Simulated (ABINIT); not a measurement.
# TiSi2 (P6/mmm) in ABINIT: single point with PBEsol

Aim: the single point of TiSi2 with PBEsol.

Everything below comes from runs of ABINIT 10.8.3 (patched build). Logs are shortened: lines on timing, memory, paths and dates and some standing lists are left out, and cuts for length are marked. The log counts tension as positive stress, the text compression.

### Step 1. Starting point

The structure is hexagonal, space group P6/mmm (No. 191). Conventional cell: a = 4.375 Å, b = 4.375 Å, c = 2.561 Å, α = 90.00°, β = 90.00°, γ = 120.00°. Ti (site symmetry 6/mmm) has 2 Ti at 2.56 Å and 12 Si at 2.83 Å as nearest neighbours. Si (site symmetry -6m2) is surrounded by 5 Si at 2.53 to 2.56 Å and 6 Ti at 2.83 Å.

The cell was built by a generator and needn't be a form met in nature.

### Step 2. Single point, PBEsol

Contents of run.abi:

```
# Pseudopotentials
pp_dirpath "./"
pseudos "Ti.upf, Si.upf"

# Structure
acell 8.2668714938 8.2668725209 4.8396075024
rprim
     1.0000000000     0.0000000000     0.0000000000
    -0.4999999379     0.8660254396     0.0000000000
     0.0000000000     0.0000000000     1.0000000000
ntypat 2
znucl 22 14
natom 3
typat 1 2 2
xred
     0.0000000000     0.0000000000     0.0000000000
     0.3333300000     0.6666700000     0.5000000000
     0.6666700000     0.3333300000     0.5000000000

# Plane-wave basis
ecut 42.0

# k points
kptopt 1
ngkpt 5 5 8
nshiftk 1
shiftk 0.0 0.0 0.0

# Exchange and correlation
ixc -116133

# Bands and occupations
nband 14
occopt 3
tsmear 0.05 eV

# SCF cycle
nstep 100
tolvrs 1.0e-10

# Output
iomode 3
prtwf 0
prtden 0
prteig 0
prtebands 0
enunit 2
```

Potentials or basis: PseudoDojo NC SR PBEsol v0.4.1 standard.

Started as:

```console
> abinit run.abi > log 2>&1
```

run.abo:

```text
.Version 10.8.3 of ABINIT
 Symmetries : space group Cm m m (# 65); Bravais oC (1-face-center ortho.)
================================================================================
 Values of the parameters that define the memory need of the present run
     intxc =       0    ionmov =       0      iscf =       7    lmnmax =       6
     lnmax =       6     mgfft =      50  mpssoang =       3    mqgrid =    3001
     natom =       3  nloc_mem =       1    nspden =       1   nspinor =       1
    nsppol =       1      nsym =       8    n1xccc =    2501    ntypat =       2
    occopt =       3   xclevel =       2
       mpw =        3752          nfft =       75000          nkpt =          45
================================================================================
================================================================================

--------------------------------------------------------------------------------
------------- Echo of variables that govern the present computation ------------
--------------------------------------------------------------------------------
 -outvars: echo values of preprocessed input variables --------
            acell      8.2668720072E+00  8.2668720072E+00  4.8396075024E+00 Bohr
              amu      4.78800000E+01  2.80855000E+01
             ecut      4.20000000E+01 Hartree
           enunit           2
              ixc     -116133
         kptrlatt        5    0    0      0    5    0      0    0    8
          kptrlen      3.87168600E+01
            natom           3
            nband          14
            ngfft          50      50      30
             nkpt          45
            nstep         100
             nsym           8
           ntypat           2
           occopt           3
           prtden           0
        prtebands           0
           prteig           0
            prtwf           0
            rprim      1.0000000000E+00  1.0756906938E-07  0.0000000000E+00
                      -5.0000003107E-01  8.6602538584E-01  0.0000000000E+00
                       0.0000000000E+00  0.0000000000E+00  1.0000000000E+00
          spgroup          65
           tolvrs      1.00000000E-10
           tsmear      1.83746611E-03 Hartree
            typat      1  2  2
           xangst      0.0000000000E+00  0.0000000000E+00  0.0000000000E+00
                      -2.1963826706E-05  2.5257124698E+00  1.2805049991E+00
                       2.1873419622E+00  1.2628375274E+00  1.2805049991E+00
            xcart      0.0000000000E+00  0.0000000000E+00  0.0000000000E+00
                      -4.1505617152E-05  4.7729048407E+00  2.4198037512E+00
                       4.1334772523E+00  2.3864170684E+00  2.4198037512E+00
             xred      0.0000000000E+00  0.0000000000E+00  0.0000000000E+00
                       3.3333000000E-01  6.6667000000E-01  5.0000000000E-01
                       6.6667000000E-01  3.3333000000E-01  5.0000000000E-01
            znucl       22.00000   14.00000

================================================================================

 chkinp: Checking input parameters for consistency.

================================================================================
== DATASET  1 ==================================================================

--- !DatasetInfo
iteration_state: {dtset: 1, }
dimensions: {natom: 3, nkpt: 45, mband: 14, nsppol: 1, nspinor: 1, nspden: 1, mpw: 3752, }
cutoff_energies: {ecut:  42.0, pawecutdg:  -1.0, }
electrons: {nelect:   2.00000000E+01, charge:   0.00000000E+00, occopt:   3.00000000E+00, tsmear:   1.83746611E-03, }
meta: {optdriver: 0, ionmov: 0, optcell: 0, iscf: 7, paral_kgb: 0, }
...

 Real(R)+Recip(G) space primitive vectors, cartesian coordinates (Bohr,Bohr^-1):
 R(1)=  8.2668720  0.0000009  0.0000000  G(1)=  0.1209647  0.0698390  0.0000000
 R(2)= -4.1334363  7.1593210  0.0000000  G(2)= -0.0000000  0.1396780  0.0000000
 R(3)=  0.0000000  0.0000000  4.8396075  G(3)=  0.0000000  0.0000000  0.2066283
 Unit cell volume ucvol=  2.8643311E+02 bohr^3
 Angles (23,13,12)=  9.00000000E+01  9.00000000E+01  1.19999996E+02 degrees

 getcut: wavevector=  0.0000  0.0000  0.0000  ngfft=  50  50  30
         ecut(hartree)=     42.000   => boxcut(ratio)=   2.07374

--- Pseudopotential description ------------------------------------------------
- pspini: atom type   1  psp file is ./Ti.upf
12 -116133 2 -1 1586                          pspcod,pspxc,lmax,lloc,mmax
     nproj     2     2     2

- pspini: atom type   2  psp file is ./Si.upf
12 -116133 2 -1 1510                          pspcod,pspxc,lmax,lloc,mmax
     nproj     2     2     2

   6.09971500E+02                                ecore*ucvol(ha*bohr**3)
--------------------------------------------------------------------------------

================================================================================

--- !BeginCycle
iteration_state: {dtset: 1, }
solver: {iscf: 7, nstep: 100, nline: 4, wfoptalg: 0, }
tolerances: {tolvrs: 1.00E-10, }
...

     iter   Etot(hartree)      deltaE(h)  residm     vres2
 ETOT  1  -67.692146343075    -6.769E+01 1.223E-01 1.053E+02
 ETOT  2  -67.487845827231     2.043E-01 1.637E-01 2.322E+03
 ETOT  3  -67.771093761894    -2.832E-01 2.738E-02 2.456E+02
 ETOT  4  -67.804666493971    -3.357E-02 1.149E-02 1.618E+00
 ETOT  5  -67.804963042139    -2.965E-04 1.075E-02 5.756E-02
 ETOT  6  -67.804975609899    -1.257E-05 2.042E-02 4.695E-02
 ETOT  7  -67.804982807570    -7.198E-06 3.801E-03 2.031E-03
 ETOT  8  -67.804983171428    -3.639E-07 4.026E-03 6.826E-04
 ETOT  9  -67.804983290125    -1.187E-07 2.348E-03 4.451E-06
 ETOT 10  -67.804983297363    -7.238E-09 2.612E-03 2.065E-07
 ETOT 11  -67.804983298788    -1.425E-09 6.146E-04 2.678E-09
 ETOT 12  -67.804983299089    -3.012E-10 1.315E-03 3.154E-08
 ETOT 13  -67.804983299162    -7.248E-11 7.152E-04 1.524E-09
 ETOT 14  -67.804983299177    -1.553E-11 6.668E-04 1.017E-09
 ETOT 15  -67.804983299183    -5.485E-12 7.446E-04 1.498E-10
 ETOT 16  -67.804983299182     5.826E-13 6.129E-04 2.038E-11

 At SCF step   16       vres2   =  2.04E-11 < tolvrs=  1.00E-10 =>converged.

 Cartesian components of stress tensor (hartree/bohr^3)
  sigma(1 1)=  1.27258550E-04  sigma(3 2)=  0.00000000E+00
  sigma(2 2)=  1.27243401E-04  sigma(3 1)=  0.00000000E+00
  sigma(3 3)=  1.59034435E-04  sigma(2 1)= -1.31194426E-08

--- !ResultsGS
iteration_state: {dtset: 1, }
comment   : Summary of ground state results
lattice_vectors:
- [  8.2668720,   0.0000009,   0.0000000, ]
- [ -4.1334363,   7.1593210,   0.0000000, ]
- [  0.0000000,   0.0000000,   4.8396075, ]
lattice_lengths: [   8.26687,    8.26687,    4.83961, ]
lattice_angles: [ 90.000,  90.000, 120.000, ] # degrees, (23, 13, 12)
lattice_volume:   2.8643311E+02
convergence: {deltae:  5.826E-13, res2:  2.038E-11, residm:  6.129E-04, diffor: null, }
etotal    :  -6.78049833E+01
entropy   :   0.00000000E+00
fermie    :   3.69771020E-01
cartesian_stress_tensor: # hartree/bohr^3
- [  1.27258550E-04,  -1.31194426E-08,   0.00000000E+00, ]
- [ -1.31194426E-08,   1.27243401E-04,   0.00000000E+00, ]
- [  0.00000000E+00,   0.00000000E+00,   1.59034435E-04, ]
pressure_GPa:  -4.0556E+00
xred      :
- [  0.0000E+00,   0.0000E+00,   0.0000E+00, Ti]
- [  3.3333E-01,   6.6667E-01,   5.0000E-01, Si]
- [  6.6667E-01,   3.3333E-01,   5.0000E-01, Si]
cartesian_forces: # hartree/bohr
- [ -0.00000000E+00,  -0.00000000E+00,  -0.00000000E+00, ]
- [  5.26104073E-06,  -3.03746278E-06,  -0.00000000E+00, ]
- [ -5.26104073E-06,   3.03746278E-06,  -0.00000000E+00, ]
force_length_stats: {min:   0.00000000E+00, max:   6.07492631E-06, mean:   4.04995087E-06, }
...

 Integrated electronic density in atomic spheres:
 ------------------------------------------------
 Atom  Sphere_radius  Integrated_density
    1        2.00000          9.60970349
    2        2.00000          1.74409126
    3        2.00000          1.74409126
================================================================================

 ----iterations are completed or convergence reached----

 Mean square residual over all n,k,spin=   51.149E-07; max=  61.285E-05
 reduced coordinates (array xred) for    3 atoms
       0.000000000000      0.000000000000      0.000000000000
       0.333330000000      0.666670000000      0.500000000000
       0.666670000000      0.333330000000      0.500000000000
 rms dE/dt=  2.8995E-05; max dE/dt=  4.3492E-05; dE/dt below (all hartree)
    1       0.000000000000      0.000000000000      0.000000000000
    2      -0.000043492348      0.000043492348      0.000000000000
    3       0.000043492348     -0.000043492348      0.000000000000

 cartesian coordinates (angstrom) at end:
    1      0.00000000000000     0.00000000000000     0.00000000000000
    2     -0.00002196382671     2.52571246977607     1.28050499912392
    3      2.18734196224032     1.26283752743075     1.28050499912392

 cartesian forces (hartree/bohr) at end:
    1     -0.00000000000000    -0.00000000000000    -0.00000000000000
    2      0.00000526104073    -0.00000303746278    -0.00000000000000
    3     -0.00000526104073     0.00000303746278    -0.00000000000000
 frms,max,avg= 2.8637477E-06 5.2610407E-06   0.000E+00  0.000E+00  0.000E+00 h/b

 cartesian forces (eV/Angstrom) at end:
    1     -0.00000000000000    -0.00000000000000    -0.00000000000000
    2      0.00027053359162    -0.00015619261608    -0.00000000000000
    3     -0.00027053359162     0.00015619261608    -0.00000000000000
 frms,max,avg= 1.4725983E-04 2.7053359E-04   0.000E+00  0.000E+00  0.000E+00 e/A
 length scales=  8.266872007214  8.266872007214  4.839607502400 bohr
              =  4.374640268702  4.374640268702  2.561009998248 angstroms
 Fermi (or HOMO) energy (hartree) =   0.36977   Average Vxc (hartree)=  -0.42893
 Eigenvalues (hartree) for nkpt=  45  k points:
 kpt#   1, nband= 14, wtk=  0.00500, kpt=  0.0000  0.0000  0.0000 (reduced coord)
  -1.70701   -0.84085   -0.84085   -0.81658   -0.11594    0.17581    0.17582    0.18202
   0.30803    0.33264    0.33265    0.47415    0.47449    0.49319
      occupation numbers for kpt#   1
   2.00000    2.00000    2.00000    2.00000    2.00000    2.00000    2.00000    2.00000
   2.00000    2.00000    2.00000    0.00000    0.00000    0.00000
 prteigrs : prtvol=0 or 1, do not print more k-points.

 Fermi (or HOMO) energy (eV) =  10.06198   Average Vxc (eV)= -11.67173
 Eigenvalues (   eV  ) for nkpt=  45  k points:
 kpt#   1, nband= 14, wtk=  0.00500, kpt=  0.0000  0.0000  0.0000 (reduced coord)
 -46.45013  -22.88067  -22.88066  -22.22032   -3.15485    4.78406    4.78427    4.95297
   8.38188    9.05160    9.05190   12.90214   12.91149   13.42029
 prteigrs : prtvol=0 or 1, do not print more k-points.

--- !EnergyTerms
iteration_state     : {dtset: 1, }
comment             : Components of total free energy in Hartree
kinetic             :  2.68846793022853E+01
hartree             :  1.67839131110598E+01
xc                  : -1.18696894981604E+01
Ewald energy        : -4.83127155021839E+01
psp_core            :  2.12954256806616E+00
local_psp           : -5.49854388130348E+01
non_local_psp       :  1.56516836012242E+00
internal            : -6.78045404718454E+01
'-kT*entropy'       : -4.42827336719758E-04
total_energy        : -6.78049832991821E+01
total_energy_eV     : -1.84506758995634E+03
band_energy         : -6.09021846421463E+00
...

 Cartesian components of stress tensor (hartree/bohr^3)
  sigma(1 1)=  1.27258550E-04  sigma(3 2)=  0.00000000E+00
  sigma(2 2)=  1.27243401E-04  sigma(3 1)=  0.00000000E+00
  sigma(3 3)=  1.59034435E-04  sigma(2 1)= -1.31194426E-08

-Cartesian components of stress tensor (GPa)         [Pressure= -4.0556E+00 GPa]
- sigma(1 1)=  3.74407579E+00  sigma(3 2)=  0.00000000E+00
- sigma(2 2)=  3.74363009E+00  sigma(3 1)=  0.00000000E+00
- sigma(3 3)=  4.67895462E+00  sigma(2 1)= -3.85987327E-04

== END DATASET(S) ==============================================================
================================================================================

 -outvars: echo values of variables after computation  --------
            acell      8.2668720072E+00  8.2668720072E+00  4.8396075024E+00 Bohr
           etotal     -6.7804983299E+01
            fcart     -0.0000000000E+00 -0.0000000000E+00 -0.0000000000E+00
                       5.2610407305E-06 -3.0374627789E-06 -0.0000000000E+00
                      -5.2610407305E-06  3.0374627789E-06 -0.0000000000E+00
            rprim      1.0000000000E+00  1.0756906938E-07  0.0000000000E+00
                      -5.0000003107E-01  8.6602538584E-01  0.0000000000E+00
                       0.0000000000E+00  0.0000000000E+00  1.0000000000E+00
           strten      1.2725854960E-04  1.2724340057E-04  1.5903443506E-04
                       0.0000000000E+00  0.0000000000E+00 -1.3119442579E-08
           xangst      0.0000000000E+00  0.0000000000E+00  0.0000000000E+00
                      -2.1963826706E-05  2.5257124698E+00  1.2805049991E+00
                       2.1873419622E+00  1.2628375274E+00  1.2805049991E+00
             xred      0.0000000000E+00  0.0000000000E+00  0.0000000000E+00
                       3.3333000000E-01  6.6667000000E-01  5.0000000000E-01
                       6.6667000000E-01  3.3333000000E-01  5.0000000000E-01
 Calculation completed.
```

Run time: 93 s. Hardware: 1 thread of Arm Neoverse V2, shared host; peak memory 0.11 GiB.

Results:

* Free energy: -1845.0676 eV
* Pressure: -4.1 GPa
* Band gap on the k mesh: none (metal or under the smearing width)
* Valence electrons inside the program's atomic spheres: Ti 9.61; Si 1.74

Levels at points of the mesh, in eV from the Fermi level:
```
           k point  band 6  band 7  band 8  band 9  band 10  band 11  band 12  band 13  band 14
(0.00, 0.00, 0.00)   -5.28   -5.28   -5.11   -1.68    -1.01    -1.01     2.84     2.85     3.36
(0.00, 0.00, 0.50)   -7.10   -2.34   -2.34   -0.88    -0.88    -0.85    -0.34    -0.34     1.32
```
